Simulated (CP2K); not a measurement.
# Ga (C2/c) in CP2K: settings compared, part 2 of 2

CP2K 2026.2. Earlier steps stand in the parts before.

## Step 3: Single point, PBE+D2

Contents of ga_scf.inp:

```
&GLOBAL
  PROJECT ga_scf
  RUN_TYPE ENERGY_FORCE
  PRINT_LEVEL LOW
&END GLOBAL
&FORCE_EVAL
  METHOD QS
  STRESS_TENSOR ANALYTICAL
  &DFT
    BASIS_SET_FILE_NAME BASIS_MOLOPT_UZH
    POTENTIAL_FILE_NAME POTENTIAL_UZH
    &MGRID
      CUTOFF 450
      REL_CUTOFF 60
      NGRIDS 4
    &END MGRID
    &QS
      METHOD GPW
      EPS_DEFAULT 1.0E-9
    &END QS
    &KPOINTS
      SCHEME MONKHORST-PACK 10 10 8
      GAMMA_CENTERED T
      SYMMETRY T
      SYMMETRY_BACKEND SPGLIB
    &END KPOINTS
    &SCF
      SCF_GUESS ATOMIC
      EPS_SCF 1.0E-6
      MAX_SCF 100
      ADDED_MOS 10
      CHOLESKY OFF
      EPS_EIGVAL 1.0E-7
      &DIAGONALIZATION ON
        ALGORITHM STANDARD
      &END DIAGONALIZATION
      &MIXING ON
        METHOD BROYDEN_MIXING
        ALPHA 0.4
        BETA 1.5
        NBUFFER 8
      &END MIXING
      &SMEAR ON
        METHOD FERMI_DIRAC
        ELECTRONIC_TEMPERATURE [K] 580.226
      &END SMEAR
    &END SCF
    &XC
      &XC_FUNCTIONAL
        &GGA_X_PBE
        &END GGA_X_PBE
        &GGA_C_PBE
        &END GGA_C_PBE
      &END XC_FUNCTIONAL
      &VDW_POTENTIAL
        POTENTIAL_TYPE PAIR_POTENTIAL
        &PAIR_POTENTIAL
          TYPE DFTD2
          REFERENCE_FUNCTIONAL PBE
          R_CUTOFF 20
        &END PAIR_POTENTIAL
      &END VDW_POTENTIAL
    &END XC
    &PRINT
      &KPOINTS ON
      &END KPOINTS
      &MULLIKEN ON
      &END MULLIKEN
      &MO ON
        ENERGIES T
        OCCUPATION_NUMBERS T
        &EACH
          QS_SCF 0
        &END EACH
        ADD_LAST NUMERIC
      &END MO
    &END PRINT
  &END DFT
  &SUBSYS
    &CELL
      ABC 4.2573925412 4.2573925412 3.3320000000
      ALPHA_BETA_GAMMA 90.6560687817 90.6560687821 142.0874224233
      PERIODIC XYZ
    &END CELL
    &COORD
      SCALED
      Ga  0.1310000000 0.8690000000 0.7500000000
      Ga  0.8690000000 0.1310000000 0.2500000000
    &END COORD
    &KIND Ga
      BASIS_SET TZVP-MOLOPT-PBE-GTH-q13
      POTENTIAL GTH-PBE-q13
    &END KIND
    &PRINT
      &ATOMIC_COORDINATES ON
      &END ATOMIC_COORDINATES
      &CELL ON
      &END CELL
    &END PRINT
  &END SUBSYS
  &PRINT
    &FORCES ON
    &END FORCES
    &STRESS_TENSOR ON
    &END STRESS_TENSOR
  &END PRINT
&END FORCE_EVAL
```

Potentials or basis: POTENTIAL_UZH Ga GTH-PBE-q13; TZVP-MOLOPT-PBE-GTH basis.

Launch:

```sh
OMP_NUM_THREADS=1 cp2k.psmp -i ga_scf.inp -o ga_scf.out
```

ga_scf.out:

```text

 CP2K| version string:                                       CP2K version 2026.2
 CP2K| Input file name                                                ga_scf.inp

 GLOBAL| Force Environment number                                              1
 GLOBAL| Basis set file name                                    BASIS_MOLOPT_UZH
 GLOBAL| Potential file name                                       POTENTIAL_UZH
 GLOBAL| MM Potential file name                                     MM_POTENTIAL
 GLOBAL| Coordinate file name                                      __STD_INPUT__
 GLOBAL| Method name                                                        CP2K
 GLOBAL| Project name                                                     ga_scf
 GLOBAL| Run type                                                   ENERGY_FORCE
 GLOBAL| FFT library                                                       FFTW3
[... 6 lines left out ...]
 GLOBAL| Total number of message passing processes                             1
 GLOBAL| Number of threads for this process                                    1
 GLOBAL| CPU model name                                                  UNKNOWN

[... 589 lines left out ...]
 # Total charge                             26.000000                  0.000000

 !-----------------------------------------------------------------------------!

 ENERGY| Total FORCE_EVAL ( QS ) energy [hartree]           -149.221911171209740

 FORCES| Atomic forces [hartree/bohr]
 FORCES|   Atom     x               y               z               |f|
 FORCES|      1 -2.86228307E-03  1.01304556E-03  2.35900976E-04   3.04541869E-03
 FORCES|      2  2.86228306E-03 -1.01304557E-03 -2.35893884E-04   3.04541813E-03
 FORCES| Sum    -1.32099995E-11 -3.44213200E-12  7.09218991E-09
 FORCES| Total atomic force                                       7.09220305E-09

 STRESS| Analytical stress tensor [bar]
 STRESS|                        x                   y                   z
 STRESS|      x       -7.22155414652E+03  -4.82535521818E+02  -1.76849095460E+02
 STRESS|      y       -4.82535521818E+02  -8.44572636847E+03   8.65751093806E+02
 STRESS|      z       -1.76849095460E+02   8.65751093806E+02   4.07125722841E+03
 STRESS| 1/3 Trace                                            -3.86534109553E+03
 STRESS| Determinant                                           2.53187835951E+11

 STRESS| Eigenvectors and eigenvalues of the analytical stress tensor [bar]
 STRESS|                        1                   2                   3
 STRESS| Eigenvalues  -8.65888802029E+03  -7.07186274608E+03   4.13472747980E+03
 STRESS|      x           0.311019862382      0.950223742367     -0.018479303156
 STRESS|      y           0.948495897634     -0.309105675450      0.069348493685
 STRESS|      z          -0.060184527713      0.039096302197      0.997421326110
```

It took 2.3 min on 1 thread of Arm Neoverse V1, shared host; peak memory 0.42 GiB.

What came out:

| Quantity | Value |
| --- | --- |
| Free energy | -4060.5347 eV |
| Pressure | -0.4 GPa |
| Largest force | 0.157 eV/Å |
| Band gap on the k mesh | none (metal or under the smearing width) |

Forces in eV/Å, atoms in the order of the input:
```
Ga  -0.147  0.052  0.012
Ga   0.147 -0.052 -0.012
```

Stress tensor (GPa, compression positive):
```
-0.72 -0.05 -0.02
-0.05 -0.84  0.09
-0.02  0.09  0.41
```

Caveat: the basis of atomic orbitals isn't converged, which shifts pressures, moduli and gaps; pairwise dispersion overbinds metals, which lowers pressure and volume.

## Step 4: Single point, PBE+D3

ga_scf.inp, as its differences from that of step 3:

```diff
@@ -57,4 +57,5 @@
         &PAIR_POTENTIAL
-          TYPE DFTD2
+          TYPE DFTD3
           REFERENCE_FUNCTIONAL PBE
+          PARAMETER_FILE_NAME dftd3.dat
           R_CUTOFF 20
```

Launch:

```sh
OMP_NUM_THREADS=1 cp2k.psmp -i ga_scf.inp -o ga_scf.out
```

It took 2.3 min on 1 thread of Arm Neoverse V1, shared host; peak memory 0.43 GiB.

It converged, with:

- Free energy: -4060.0806 eV
- Pressure: 1.0 GPa
- Largest force: 0.078 eV/Å
- Band gap on the k mesh: none (metal or under the smearing width)

Forces on the atoms (eV/Å):
```
Ga   0.073 -0.024  0.012
Ga  -0.073  0.024 -0.012
```

Stress tensor (GPa, compression positive):
```
 1.42 -0.04  0.10
-0.04  1.32  0.42
 0.10  0.42  0.33
```

Levels at points of the mesh, in eV from the Fermi level:
```csv
k point,band 11,band 12,band 13,band 14,band 15,band 16
"(0.00, 0.00, 0.00)",-11.25,-2.11,-1.62,1.62,5.57,9.70
"(0.00, 0.00, 0.50)",-7.80,-7.80,1.72,1.72,2.46,2.46
"(0.00, 0.50, 0.00)",-6.06,-5.05,-1.36,0.02,5.77,6.58
"(0.00, 0.50, 0.50)",-2.89,-2.87,-1.65,-1.51,1.75,2.30
"(0.50, 0.50, 0.00)",-9.12,-8.62,4.02,4.60,5.87,6.08
"(0.50, 0.50, 0.50)",-6.01,-6.01,-4.42,-4.42,10.87,10.87
```

Caveat: the basis of atomic orbitals isn't converged, which shifts pressures, moduli and gaps; pairwise dispersion overbinds metals, which lowers pressure and volume.

## Step 5: Single point, PBE+D3(BJ)

ga_scf.inp, as its differences from that of step 4:

```diff
@@ -57,3 +57,3 @@
         &PAIR_POTENTIAL
-          TYPE DFTD3
+          TYPE DFTD3(BJ)
           REFERENCE_FUNCTIONAL PBE
```

Launch:

```sh
OMP_NUM_THREADS=1 cp2k.psmp -i ga_scf.inp -o ga_scf.out
```

Run time: 2.3 min. Hardware: 1 thread of Arm Neoverse V1, shared host; peak memory 0.43 GiB.

It converged, with:

| Property | Result |
| --- | --- |
| Free energy | -4060.3374 eV |
| Pressure | -0.2 GPa |
| Largest force | 0.057 eV/Å |
| Band gap on the k mesh | none (metal or under the smearing width) |

Forces on the atoms (eV/Å):
```
Ga   0.053 -0.017  0.012
Ga  -0.053  0.017 -0.012
```

Stress tensor (GPa, compression positive):
```
 0.11  0.02  0.08
 0.02  0.15  0.39
 0.08  0.39 -0.78
```

Levels at points of the mesh, in eV from the Fermi level:
```csv
k point,band 9,band 10,band 11,band 12,band 13,band 14,band 15,band 16,band 17,band 18
"(0.00, 0.00, 0.00)",-14.79,-14.65,-11.25,-2.11,-1.62,1.62,5.57,9.70,10.17,10.43
"(0.00, 0.00, 0.50)",-14.72,-14.72,-7.80,-7.80,1.72,1.72,2.46,2.46,11.60,11.60
"(0.00, 0.50, 0.00)",-14.71,-14.67,-6.06,-5.05,-1.36,0.02,5.77,6.58,8.53,9.40
"(0.00, 0.50, 0.50)",-14.68,-14.68,-2.89,-2.87,-1.65,-1.51,1.75,2.30,4.39,4.84
"(0.50, 0.50, 0.00)",-14.75,-14.72,-9.12,-8.62,4.02,4.60,5.87,6.08,7.54,11.16
"(0.50, 0.50, 0.50)",-14.81,-14.81,-6.01,-6.01,-4.42,-4.42,10.87,10.87,11.81,11.81
```

Caveat: the basis of atomic orbitals isn't converged, which shifts pressures, moduli and gaps; pairwise dispersion overbinds metals, which lowers pressure and volume.

## Step 6: Summary

```csv
level,cutoff radius of the dispersion sum (A),gap on the mesh (eV),pressure (GPa),largest force (eV/Å)
PBE,-,none,2.6,0.06
PBE+D2,20,none,-0.4,0.16
PBE+D3,20,none,1.0,0.08
PBE+D3(BJ),20,none,-0.2,0.06
```

Alike in all rows: task single point; potentials or basis POTENTIAL_UZH Ga GTH-PBE-q13; TZVP-MOLOPT-PBE-GTH basis; no spin polarisation; cell as given; k mesh 10 × 10 × 8; smearing fermi-dirac 0.05 eV.

Caveats: the basis of atomic orbitals isn't converged, which shifts pressures, moduli and gaps; pairwise dispersion overbinds metals, which lowers pressure and volume (some runs).

Total energies depend on the potentials used, so only differences within one code and one set of settings carry meaning.
